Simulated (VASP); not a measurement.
# Ag in VASP: relaxation of the atoms with LDA

Aim: the relaxation of the atoms of Ag with LDA.

All numbers are computed with VASP 6.6.1; they aren't measurements. Logs are shortened: lines on timing, memory, paths and dates and some standing lists are left out, and cuts for length are marked.

**1. Starting point**

The cell holds a slab with vacuum, 4 atoms: a = 2.953 Å, b = 2.953 Å, c = 27.971 Å, α = 90.00°, β = 90.00°, γ = 120.00°.

The cell was built by a generator and needn't be a form met in nature.

**2. Relaxation of the atoms, LDA**

File INCAR:

```
ALGO = Fast
DIPOL = 0.5 0.5 0.500
EDIFF = 1E-6
EDIFFG = -0.02
ENCUT = 520
GGA = CA
IBRION = 2
IDIPOL = 3
ISIF = 2
ISMEAR = 1
LASPH = True
LCHARG = False
LDIPOL = True
LREAL = False
LWAVE = False
NELM = 120
NSW = 90
PREC = Accurate
SIGMA = 0.1
```

File KPOINTS:

```
k-points
0
Gamma
  13 13 1
```

File POSCAR:

```
Ag
1.0
    2.9525243200      0.0000000000      0.0000000000
   -1.4762622100      2.5569611500      0.0000000000
    0.0000000000      0.0000000000     27.9712515000
Ag
4
Direct
    0.3333330000      0.6666670000      0.3813244400
    1.0000000000      0.0000000000      0.4604391300
    0.6666660000      0.3333340000      0.5395608700
    0.3333330000      0.6666670000      0.6186755600
```

Potentials or basis: VASP PAW LDA potentials, release 64 (Ag).

The run is started by

```sh
$ cat potpaw_LDA.64/Ag/POTCAR > POTCAR
$ mpirun -np 1 vasp_std > vasp.out
```

OUTCAR:

```text
EDIFF = 1E-6
   EDIFFG = -0.02
   ENCUT = 520
   GGA = CA
   IBRION = 2
   ISIF = 2
   ISMEAR = 1
   LASPH = True
   LREAL = False
   NELM = 120
   NSW = 90
   PREC = Accurate

 ion  position               nearest neighbor table
   1  0.333  0.667  0.381-   2 2.79   2 2.79   2 2.79
   2  0.000  0.000  0.460-   1 2.79   1 2.79   1 2.79   3 2.79   3 2.79   3 2.79
   3  0.667  0.333  0.540-   4 2.79   4 2.79   4 2.79   2 2.79   2 2.79   2 2.79
   4  0.333  0.667  0.619-   3 2.79   3 2.79   3 2.79

  LATTYP: Found a hexagonal cell.
 ALAT       =     2.9525243200
 C/A-ratio  =     9.4736735310

  Lattice vectors:

 A1 = (   2.9525243200,   0.0000000000,   0.0000000000)
 A2 = (  -1.4762622100,   2.5569611500,   0.0000000000)
 A3 = (   0.0000000000,   0.0000000000,  27.9712515000)

Analysis of symmetry for initial positions (statically):
=====================================================================
 Subroutine PRICEL returns:
 Original cell was already a primitive cell.

 Routine SETGRP: Setting up the symmetry group for a
 hexagonal supercell.

 Subroutine GETGRP returns: Found 12 space group operations
 (whereof  6 operations were pure point group operations)
 out of a pool of 24 trial point group operations.

The static configuration has the point symmetry C_3v.
 The point group associated with its full space group is D_3d.

Analysis of symmetry for dynamics (positions and initial velocities):
=====================================================================
 Subroutine PRICEL returns:
 Original cell was already a primitive cell.

 Routine SETGRP: Setting up the symmetry group for a
 hexagonal supercell.

 Subroutine GETGRP returns: Found 12 space group operations
 (whereof  6 operations were pure point group operations)
 out of a pool of 24 trial point group operations.

The dynamic configuration has the point symmetry C_3v.
 The point group associated with its full space group is D_3d.

 Subroutine INISYM returns: Found 12 space group operations
 (whereof  6 operations are pure point group operations),
 and found     1 'primitive' translations

----------------------------------------------------------------------------------------

                                     Primitive cell

  volume of cell :     211.1687

  direct lattice vectors                    reciprocal lattice vectors
     2.952524320  0.000000000  0.000000000     0.338693230  0.195544628  0.000000000
    -1.476262210  2.556961150  0.000000000     0.000000000  0.391089243  0.000000000
     0.000000000  0.000000000 27.971251500     0.000000000  0.000000000  0.035750992

  length of vectors
     2.952524320  2.952524417 27.971251500     0.391089256  0.391089243  0.035750992

  position of ions in fractional coordinates (direct lattice)
     0.333333000  0.666667000  0.381324440
     0.000000000  0.000000000  0.460439130
     0.666666000  0.333334000  0.539560870
     0.333333000  0.666667000  0.618675560

  ion indices of the primitive-cell ions
   primitive index   ion index
                 1           1
                 2           2
                 3           3
                 4           4

----------------------------------------------------------------------------------------

 KPOINTS: k-points

Automatic generation of k-mesh.
 Grid dimensions read from file:
 generate k-points for:   13   13    1

 Generating k-lattice:

  Cartesian coordinates                     Fractional coordinates (reciprocal lattice)
     0.026053325  0.015041894  0.000000000     0.076923077  0.000000000  0.000000000
     0.000000000  0.030083788  0.000000000     0.000000000  0.076923077  0.000000000
     0.000000000  0.000000000  0.035750992     0.000000000  0.000000000  1.000000000

  Length of vectors
     0.030083789  0.030083788  0.035750992

  Shift w.r.t. Gamma in fractional coordinates (k-lattice)
     0.000000000  0.000000000  0.000000000

 Subroutine IBZKPT returns following result:
 ===========================================

 Found     21 irreducible k-points:

 Following reciprocal coordinates:
            Coordinates               Weight
  0.000000  0.000000  0.000000      1.000000
  0.076923  0.000000  0.000000      6.000000
  0.153846  0.000000  0.000000      6.000000
  0.230769  0.000000  0.000000      6.000000
  0.307692  0.000000  0.000000      6.000000
  0.384615  0.000000  0.000000      6.000000
[... 13 lines left out ...]
  0.384615  0.230769  0.000000      6.000000
  0.307692  0.307692  0.000000      6.000000
   k-points           NKPTS =     21   k-points in BZ     NKDIM =     21   number of bands    NBANDS=     26
   number of dos      NEDOS =    301   number of ions     NIONS =      4
   total plane-waves  NPLWV = 120960
   dimension x,y,z NGX =    24 NGY =   24 NGZ =  210
   dimension x,y,z NGXF=    48 NGYF=   48 NGZF=  420
   ions per type =               4
   NGX,Y,Z   is equivalent  to a cutoff of  13.51, 13.51, 12.48 a.u.
   NGXF,Y,Z  is equivalent  to a cutoff of  27.03, 27.03, 24.96 a.u.
 SYSTEM =  unknown system
   PREC   = accura    normal or accurate (medium, high low for compatibility)
   ISTART =      0    job   : 0-new  1-cont  2-samecut
   ICHARG =      2    charge: 1-file 2-atom 10-const
   ISPIN  =      1    spin polarized calculation?
   LNONCOLLINEAR =      F non collinear calculations
   LSORBIT =      F    spin-orbit coupling
   LASPH  =      T    aspherical Exc in radial PAW
   ENCUT  =  520.0 eV  38.22 Ry    6.18 a.u.   5.49  5.49 52.01*2*pi/ulx,y,z
   NELM   =    120;   NELMIN=  2; NELMDL= -5     # of ELM steps
   EDIFF  = 0.1E-05   stopping-criterion for ELM
   LREAL  =      F    real-space projection
   EDIFFG = -.2E-01   stopping-criterion for IOM
   NSW    =     90    number of steps for IOM
   IBRION =      2    ionic relax: 0-MD 1-quasi-New 2-CG
   NFREE  =      1    steps in history (QN), initial steepest desc. (CG)
   ISIF   =      2    stress and relaxation
   ISYM   =      2    0-nonsym 1-usesym 2-fastsym
   POTIM  = 0.5000    time-step for ionic-motion
   TEBEG  =    0.0;   TEEND  =   0.0 temperature during run
   PSTRESS=    0.0 pullay stress
   NELECT =      44.0000    total number of electrons
   NUPDOWN=      -1.0000    fix difference up-down
   EMIN   =  10.00;   EMAX   =-10.00  energy-range for DOS
   EFERMI =   0.00;   METHOD = LEGACY
   ISMEAR =     1;   SIGMA  =   0.10  broadening in eV -4-tet -1-fermi 0-gaus
   EFERMI_NEDOS =   21; number of points for ismear=-14 and -15
   IALGO  =     68    algorithm
   IMIX   =      4    mixing-type and parameters
     AMIX     =   0.40;   BMIX     =  1.00
     AMIX_MAG =   1.60;   BMIX_MAG =  1.00
  volume/ion in A,a.u.               =      52.79       356.26
  Fermi-wavevector in a.u.,A,eV,Ry     =   0.970545  1.834065 12.816124  0.941959
  Thomas-Fermi vector in A             =   2.100689
   LORBIT       =      0    0 simple, 1 ext, 2 COOP (PROOUT), +10 PAW based schemes
   GGA     = CA    functional components
   LHFCALC =     F    Hartree Fock is set to
   AEXX    =    0.0000 exact exchange contribution
   IVDW    =     0    specifies the selected vdW correction
   LEPSILON=     F    determine dielectric tensor
   LRPA    =     F    only Hartree local field effects (RPA)
 conjugate gradient relaxation of ions
 non-spin polarized calculation
 RMM-DIIS sequential band-by-band and
 Methfessel and Paxton  Order N= 1 SIGMA  =   0.10
  energy-cutoff  :      520.00
  volume of cell :      211.17
 maximum number of plane-waves:      5781
 NGX is ok and might be reduce to    24
   NGX = 11   NGY = 11   NGZ =105

--------------------------------------- Ionic step        1  -------------------------------------------

 number of electron      44.0000010 magnetization

 Free energy of the ion-electron system (eV)
  ---------------------------------------------------
  ext. energy  EPLUGINS =         0.00000000
  ---------------------------------------------------
  free energy    TOTEN  =       -13.85563881 eV

  energy without entropy =      -13.85566477  energy(sigma->0) =      -13.85564746

------------------------ aborting loop because EDIFF is reached ----------------------------------------

  FORCE on cell =-STRESS in cart. coord.  units (eV):
  Direction    XX          YY          ZZ          XY          YZ          ZX
  --------------------------------------------------------------------------------------
  -------------------------------------------------------------------------------------
  Total       -4.4841018     -4.4841021      0.0588280      0.0000001      0.0000000     -0.0000000
  in kB      -34.0217413    -34.0217435      0.4463393      0.0000007      0.0000000     -0.0000000
  external PRESSURE =     -22.5323818 kB  Pullay stress =       0.0000000 kB
[... 25 lines left out ...]
--------------------------------------- Ionic step        2  -------------------------------------------

 number of electron      44.0000009 magnetization

 dipolmoment           0.000000      0.000000     -0.000000 electrons x Angstroem

------------------------ aborting loop because EDIFF is reached ----------------------------------------

  FORCE on cell =-STRESS in cart. coord.  units (eV):
  Direction    XX          YY          ZZ          XY          YZ          ZX
  --------------------------------------------------------------------------------------
  -------------------------------------------------------------------------------------
  Total       -4.4764098     -4.4764101      0.0644201      0.0000001      0.0000000     -0.0000000
  in kB      -33.9633801    -33.9633824      0.4887679      0.0000007      0.0000000     -0.0000000
  external PRESSURE =     -22.4793315 kB  Pullay stress =       0.0000000 kB
[... 25 lines left out ...]
--------------------------------------- Ionic step        3  -------------------------------------------

 number of electron      44.0000009 magnetization

 dipolmoment           0.000000      0.000000      0.000000 electrons x Angstroem

 Free energy of the ion-electron system (eV)
  ---------------------------------------------------
  ext. energy  EPLUGINS =         0.00000000
  ---------------------------------------------------
  free energy    TOTEN  =       -13.85618299 eV

  energy without entropy =      -13.85619178  energy(sigma->0) =      -13.85618592

 E-fermi :  -0.5672     XC(G=0):  -4.6766

 val. band max:       -0.6480865145   @ k =   0.2308   0.1538   0.0000
 cond. band min:      -0.5313912897   @ k =   0.3077   0.2308   0.0000
 fundamental gap:      0.1166952248
 Fermi energy:        -0.5672465158

 k-point     1 :       0.0000    0.0000    0.0000
  band No.  band energies     occupation
      1      -8.2110      2.00000
      2      -7.1821      2.00000
      3      -6.8554      2.00000
      4      -6.6167      2.00000
      5      -5.5978      2.00000
      6      -5.5978      2.00000
[... 598 lines left out ...]
     25       3.6054      0.00000
     26       4.2209      0.00000

------------------------ aborting loop because EDIFF is reached ----------------------------------------

 vacuum level on the upper side and lower side of the slab       (xc-potential included)        -0.086        -0.086

  FORCE on cell =-STRESS in cart. coord.  units (eV):
  Direction    XX          YY          ZZ          XY          YZ          ZX
  --------------------------------------------------------------------------------------
  -------------------------------------------------------------------------------------
  Total       -4.4741499     -4.4741502      0.0668058      0.0000001      0.0000000      0.0000000
  in kB      -33.9462343    -33.9462365      0.5068681      0.0000007      0.0000000      0.0000000
  external PRESSURE =     -22.4618676 kB  Pullay stress =       0.0000000 kB
[... 19 lines left out ...]
  FREE ENERGIE OF THE ION-ELECTRON SYSTEM (eV)
  ---------------------------------------------------
  free  energy   TOTEN  =       -13.8561829927 eV

  energy  without entropy=      -13.8561917794  energy(sigma->0) =      -13.85618592

 reached required accuracy - stopping structural energy minimisation

 vacuum level on the upper side and lower side of the slab         4.164         4.164
```

Run time: 2.5 min. Hardware: 1 thread of Intel Xeon Platinum 8375C at 2.90GHz (Ice Lake), shared host; peak memory 0.31 GiB.

What came out:

| Item | Value |
| --- | --- |
| Free energy | -13.8562 eV |
| Energy gained by relaxing | 0.1 meV/atom |
| Ionic steps | 3 |
| Largest force after relaxing | 0.013 eV/Å |
| Band gap on the k mesh | none (metal or under the smearing width) |

Forces on the atoms (eV/Å):
```
Ag   0.000  0.000 -0.010
Ag   0.000  0.000 -0.013
Ag   0.000  0.000  0.013
Ag   0.000  0.000  0.010
```

Step by step:
| step | energy change (eV) | largest force (eV/Å) | pressure (GPa) |
| --- | --- | --- | --- |
| 1 | 0.0000 | 0.0836 | -2.25 |
| 2 | -0.0005 | 0.0281 | -2.25 |
| 3 | -0.0005 | 0.0133 | -2.25 |

Final structure:
```
CELL_PARAMETERS angstrom
2.95252 0.00000 0.00000
-1.47626 2.55696 0.00000
0.00000 0.00000 27.97125
ATOMIC_POSITIONS crystal
Ag 0.33333 0.66667 0.38136
Ag 0.00000 0.00000 0.46025
Ag 0.66667 0.33333 0.53975
Ag 0.33333 0.66667 0.61864
```

Levels at points of the mesh, in eV from the Fermi level:
```
           k point  band 19  band 20  band 21  band 22  band 23  band 24  band 25  band 26
(0.00, 0.00, 0.00)    -3.31    -3.31    -3.25    -2.98    -2.98    -0.75     0.55     4.47
```
